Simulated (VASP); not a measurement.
# PtS2 in VASP: relaxation of cell and atoms with PBE

Aim: the relaxation of cell and atoms of PtS2 with PBE.

Program: VASP 6.6.1. These are calculated values, not measurements. Logs are shortened: lines on timing, memory, paths and dates and some standing lists are left out, and cuts for length are marked.

## (1) The sheet as given

The cell holds a sheet with vacuum, 3 atoms: a = 3.560 Å, b = 3.560 Å, c = 18.460 Å, α = 90.00°, β = 90.00°, γ = 120.00°.

The cell was built by a generator and needn't be a form met in nature.

## (2) Relaxation of cell and atoms, PBE

INCAR reads:

```
PREC     = Accurate       # precision mode
ENCUT    = 600            # plane-wave cutoff, eV
EDIFF    = 1E-7           # SCF threshold, eV
ISMEAR   = 0              # smearing method
SIGMA    = 0.03           # smearing width, eV
LREAL    = False          # projectors in reciprocal space
LASPH    = True           # aspherical terms in the spheres
NELM     = 120            # most SCF steps
ALGO     = Normal         # electronic algorithm
ISIF     = 3              # what is computed and relaxed
LWAVE    = False          # write WAVECAR
LCHARG   = False          # write CHGCAR
GGA      = PE             # functional
IBRION   = 2              # ionic algorithm
NSW      = 40             # ionic steps
EDIFFG   = -0.005         # ionic threshold
LATTICE_CONSTRAINTS= .TRUE. .TRUE. .FALSE.
KPAR     = 2
```

KPOINTS reads:

```
Automatic mesh
0
Gamma
  12 12 1
```

POSCAR reads:

```
PtS2
1.0
    3.5600000000      0.0000000000      0.0000000000
   -1.7800000000      3.0830504400      0.0000000000
    0.0000000000      0.0000000000     18.4600000000
S Pt
2 1
Direct
    0.3333330000      0.6666670000      0.4333694500
    0.6666670000      0.3333330000      0.5666305500
    0.0000000000      0.0000000000      0.5000000000
```

Potentials or basis: VASP PAW PBE potentials, release 64 (S, Pt).

Command:

```
cat potpaw_PBE.64/S/POTCAR potpaw_PBE.64/Pt/POTCAR > POTCAR
mpirun -np 2 vasp_std > vasp.out
```

OUTCAR:

```text
PREC = Accurate
   ENCUT = 600
   EDIFF = 1E-7
   ISMEAR = 0
   LREAL = False
   LASPH = True
   NELM = 120
   ISIF = 3
   GGA = PE
   IBRION = 2
   NSW = 40
   EDIFFG = -0.005

 ion  position               nearest neighbor table
   1  0.333  0.667  0.433-   3 2.40   3 2.40   3 2.40
   2  0.667  0.333  0.567-   3 2.40   3 2.40   3 2.40
   3  0.000  0.000  0.500-   1 2.40   2 2.40   2 2.40   1 2.40   2 2.40   1 2.40

  LATTYP: Found a hexagonal cell.
 ALAT       =     3.5600000000
 C/A-ratio  =     5.1853932584

  Lattice vectors:

 A1 = (   3.5600000000,   0.0000000000,   0.0000000000)
 A2 = (  -1.7800000000,   3.0830504400,   0.0000000000)
 A3 = (   0.0000000000,   0.0000000000,  18.4600000000)

Analysis of symmetry for initial positions (statically):
=====================================================================
 Subroutine PRICEL returns:
 Original cell was already a primitive cell.

 Routine SETGRP: Setting up the symmetry group for a
 hexagonal supercell.

 Subroutine GETGRP returns: Found 12 space group operations
 (whereof 12 operations were pure point group operations)
 out of a pool of 24 trial point group operations.

The static configuration has the point symmetry D_3d.

Analysis of symmetry for dynamics (positions and initial velocities):
=====================================================================
 Subroutine PRICEL returns:
 Original cell was already a primitive cell.

 Routine SETGRP: Setting up the symmetry group for a
 hexagonal supercell.

 Subroutine GETGRP returns: Found 12 space group operations
 (whereof 12 operations were pure point group operations)
 out of a pool of 24 trial point group operations.

The dynamic configuration has the point symmetry D_3d.

 Subroutine INISYM returns: Found 12 space group operations
 (whereof 12 operations are pure point group operations),
 and found     1 'primitive' translations

----------------------------------------------------------------------------------------

                                     Primitive cell

  volume of cell :     202.6107

  direct lattice vectors                    reciprocal lattice vectors
     3.560000000  0.000000000  0.000000000     0.280898876  0.162177042  0.000000000
    -1.780000000  3.083050440  0.000000000     0.000000000  0.324354084  0.000000000
     0.000000000  0.000000000 18.460000000     0.000000000  0.000000000  0.054171181

  length of vectors
     3.560000000  3.560000002 18.460000000     0.324354084  0.324354084  0.054171181

  position of ions in fractional coordinates (direct lattice)
     0.333333000  0.666667000  0.433369450
     0.666667000  0.333333000  0.566630550
     0.000000000  0.000000000  0.500000000

  ion indices of the primitive-cell ions
   primitive index   ion index
                 1           1
                 2           2
                 3           3

----------------------------------------------------------------------------------------

 KPOINTS: Automatic mesh

Automatic generation of k-mesh.
 Grid dimensions read from file:
 generate k-points for:   12   12    1

 Generating k-lattice:

  Cartesian coordinates                     Fractional coordinates (reciprocal lattice)
     0.023408240  0.013514753  0.000000000     0.083333333  0.000000000  0.000000000
     0.000000000  0.027029507  0.000000000     0.000000000  0.083333333  0.000000000
     0.000000000  0.000000000  0.054171181     0.000000000  0.000000000  1.000000000

  Length of vectors
     0.027029507  0.027029507  0.054171181

  Shift w.r.t. Gamma in fractional coordinates (k-lattice)
     0.000000000  0.000000000  0.000000000

 Subroutine IBZKPT returns following result:
 ===========================================

 Found     19 irreducible k-points:

 Following reciprocal coordinates:
            Coordinates               Weight
  0.000000  0.000000  0.000000      1.000000
  0.083333 -0.000000  0.000000      6.000000
  0.166667  0.000000  0.000000      6.000000
  0.250000  0.000000  0.000000      6.000000
  0.333333 -0.000000  0.000000      6.000000
  0.416667  0.000000  0.000000      6.000000
[... 11 lines left out ...]
  0.333333  0.250000  0.000000     12.000000
  0.333333  0.333333  0.000000      2.000000
   k-points           NKPTS =     19   k-points in BZ     NKDIM =     19   number of bands    NBANDS=     15
   number of dos      NEDOS =    301   number of ions     NIONS =      3
   total plane-waves  NPLWV = 117600
   dimension x,y,z NGX =    28 NGY =   28 NGZ =  150
   dimension x,y,z NGXF=    56 NGYF=   56 NGZF=  300
   ions per type =               2   1
   NGX,Y,Z   is equivalent  to a cutoff of  13.08, 13.08, 13.51 a.u.
   NGXF,Y,Z  is equivalent  to a cutoff of  26.15, 26.15, 27.02 a.u.
 SYSTEM =  unknown system
   PREC   = accura    normal or accurate (medium, high low for compatibility)
   ISTART =      0    job   : 0-new  1-cont  2-samecut
   ICHARG =      2    charge: 1-file 2-atom 10-const
   ISPIN  =      1    spin polarized calculation?
   LNONCOLLINEAR =      F non collinear calculations
   LSORBIT =      F    spin-orbit coupling
   LASPH  =      T    aspherical Exc in radial PAW
   ENCUT  =  600.0 eV  44.10 Ry    6.64 a.u.   7.11  7.11 36.87*2*pi/ulx,y,z
   NELM   =    120;   NELMIN=  2; NELMDL= -5     # of ELM steps
   EDIFF  = 0.1E-06   stopping-criterion for ELM
   LREAL  =      F    real-space projection
   EDIFFG = -.5E-02   stopping-criterion for IOM
   NSW    =     40    number of steps for IOM
   IBRION =      2    ionic relax: 0-MD 1-quasi-New 2-CG
   NFREE  =      1    steps in history (QN), initial steepest desc. (CG)
   ISIF   =      3    stress and relaxation
   ISYM   =      2    0-nonsym 1-usesym 2-fastsym
   POTIM  = 0.5000    time-step for ionic-motion
   TEBEG  =    0.0;   TEEND  =   0.0 temperature during run
   PSTRESS=    0.0 pullay stress
   NELECT =      22.0000    total number of electrons
   NUPDOWN=      -1.0000    fix difference up-down
   EMIN   =  10.00;   EMAX   =-10.00  energy-range for DOS
   EFERMI =   0.00;   METHOD = LEGACY
   ISMEAR =     0;   SIGMA  =   0.03  broadening in eV -4-tet -1-fermi 0-gaus
   EFERMI_NEDOS =   21; number of points for ismear=-14 and -15
   IALGO  =     38    algorithm
   IMIX   =      4    mixing-type and parameters
     AMIX     =   0.40;   BMIX     =  1.00
     AMIX_MAG =   1.60;   BMIX_MAG =  1.00
  volume/ion in A,a.u.               =      67.54       455.76
  Fermi-wavevector in a.u.,A,eV,Ry     =   0.781019  1.475912  8.299428  0.609991
  Thomas-Fermi vector in A             =   1.884450
   LORBIT       =      0    0 simple, 1 ext, 2 COOP (PROOUT), +10 PAW based schemes
   GGA     = PE    functional components
   LHFCALC =     F    Hartree Fock is set to
   AEXX    =    0.0000 exact exchange contribution
   IVDW    =     0    specifies the selected vdW correction
   LEPSILON=     F    determine dielectric tensor
   LRPA    =     F    only Hartree local field effects (RPA)
 conjugate gradient relaxation of ions
 non-spin polarized calculation
 Gauss-broadening in eV      SIGMA  =   0.03
  energy-cutoff  :      600.00
  volume of cell :      202.61
 maximum number of plane-waves:      6831
   NGX = 15   NGY = 15   NGZ = 73

--------------------------------------- Ionic step        1  -------------------------------------------

 number of electron      21.9999999 magnetization

 Free energy of the ion-electron system (eV)
  ---------------------------------------------------
  ext. energy  EPLUGINS =         0.00000000
  ---------------------------------------------------
  free energy    TOTEN  =       -15.45820437 eV

  energy without entropy =      -15.45820437  energy(sigma->0) =      -15.45820437

------------------------ aborting loop because EDIFF is reached ----------------------------------------

  FORCE on cell =-STRESS in cart. coord.  units (eV):
  Direction    XX          YY          ZZ          XY          YZ          ZX
  --------------------------------------------------------------------------------------
  -------------------------------------------------------------------------------------
  Total        0.3360212      0.3360212      0.1085675      0.0000000      0.0000000      0.0000000
  in kB        2.6571428      2.6571428      0.8585154      0.0000000      0.0000000      0.0000000
  external PRESSURE =       2.0576003 kB  Pullay stress =       0.0000000 kB

 VOLUME and BASIS-vectors are now :
 -----------------------------------------------------------------------------
  energy-cutoff  :      600.00
  volume of cell :      202.61
      direct lattice vectors                 reciprocal lattice vectors
     3.560000000  0.000000000  0.000000000     0.280898876  0.162177042  0.000000000
    -1.780000000  3.083050440  0.000000000     0.000000000  0.324354084  0.000000000
     0.000000000  0.000000000 18.460000000     0.000000000  0.000000000  0.054171181
[... 149 lines left out ...]
 POSITION                                       TOTAL-FORCE (eV/Angst)
 -----------------------------------------------------------------------------------
     -0.00000      2.06077      8.00001        -0.000000     -0.000000      0.018003
      1.78468      1.03038     10.45999         0.000000      0.000000     -0.018003
      0.00000      0.00000      9.23000        -0.000000      0.000000      0.000000
 -----------------------------------------------------------------------------------
    total drift:                               -0.000000      0.000000      0.000000

  FREE ENERGIE OF THE ION-ELECTRON SYSTEM (eV)
  ---------------------------------------------------
  free  energy   TOTEN  =       -15.4590822092 eV

  energy  without entropy=      -15.4590822092  energy(sigma->0) =      -15.45908221

--------------------------------------- Ionic step        6  -------------------------------------------

 number of electron      21.9999999 magnetization

 Free energy of the ion-electron system (eV)
  ---------------------------------------------------
  ext. energy  EPLUGINS =         0.00000000
  ---------------------------------------------------
  free energy    TOTEN  =       -15.45912976 eV

  energy without entropy =      -15.45912976  energy(sigma->0) =      -15.45912976

 E-fermi :  -2.9137     XC(G=0):  -3.5119

 val. band max:       -3.0587519521   @ k =   0.1667   0.1667   0.0000
 cond. band min:      -1.2787235271   @ k =   0.2500   0.0000   0.0000
 fundamental gap:      1.7800284250
 Fermi energy:        -2.9137406356

 k-point     1 :       0.0000    0.0000    0.0000
  band No.  band energies     occupation
      1     -17.0335      2.00000
      2     -14.8190      2.00000
      3      -8.5822      2.00000
      4      -8.5822      2.00000
      5      -8.2177      2.00000
      6      -5.9004      2.00000
      7      -5.9004      2.00000
      8      -3.8431      2.00000
      9      -3.7134      2.00000
     10      -3.3345      2.00000
     11      -3.3345      2.00000
     12       0.1463      0.00000
     13       0.1463      0.00000
     14       2.3394      0.00000
     15       2.7644      0.00000
[... 344 lines left out ...]
 POSITION                                       TOTAL-FORCE (eV/Angst)
 -----------------------------------------------------------------------------------
     -0.00000      2.06192      8.00253         0.000000     -0.000000      0.000524
      1.78567      1.03096     10.45747        -0.000000      0.000000     -0.000524
     -1.78567      3.09287      9.23000        -0.000000      0.000000      0.000000
 -----------------------------------------------------------------------------------
    total drift:                               -0.000000      0.000000      0.000000

  FREE ENERGIE OF THE ION-ELECTRON SYSTEM (eV)
  ---------------------------------------------------
  free  energy   TOTEN  =       -15.4591297568 eV

  energy  without entropy=      -15.4591297568  energy(sigma->0) =      -15.45912976

 reached required accuracy - stopping structural energy minimisation
```

Wall time 2.9 min (2 MPI ranks of Intel Xeon Platinum 8488C (Sapphire Rapids), shared host); peak memory 0.38 GiB.

Results:

```yaml
Free_energy: -15.4591 eV
Relaxed_volume: 67.97 Å³/atom
Relaxed_cell: a = 3.571 Å, b = 3.571 Å, c = 18.460 Å, α = 90.00°, β = 90.00°, γ = 120.00°
Space_group_after_relaxing_to_0.05_Å: P-3m1 (No. 164)
Energy_gained_by_relaxing: 0.3 meV/atom
Ionic_steps: 6
Band_gap_on_the_k_mesh: 1.78 eV, indirect (least direct gap 1.92 eV)
```

Step by step:
```csv
step,energy change (eV),largest force (eV/Å),pressure (GPa),volume (Å³)
1,0.0000,0.0473,0.21,202.61
2,0.0005,0.1134,-0.28,204.81
3,-0.0008,0.0239,-0.01,203.57
4,-0.0008,0.0252,-0.01,203.58
5,-0.0009,0.0180,-0.01,203.68
6,-0.0009,0.0005,0.00,203.90
```

Final structure:
```yaml
crystal:
  lattice:
    - [3.57134, 0.00000, 0.00000]
    - [-1.78567, 3.09287, 0.00000]
    - [0.00000, 0.00000, 18.46000]
  atoms:
    - { symbol: S, position: [0.33333, 0.66667, 0.43351] }
    - { symbol: S, position: [0.66667, 0.33333, 0.56649] }
    - { symbol: Pt, position: [0.00000, 0.00000, 0.50000] }
```

Levels at points of the mesh, in eV from the valence-band top:
```csv
k point,band 9,band 10,band 11,band 12,band 13,band 14
"(0.00, 0.00, 0.00)",-0.65,-0.28,-0.28,3.21,3.21,5.40
"(0.50, 0.00, 0.00)",-2.01,-1.68,-1.37,2.81,2.99,5.54
```

Caveat: spin-orbit coupling is left out, which moves the levels of the heavy elements.
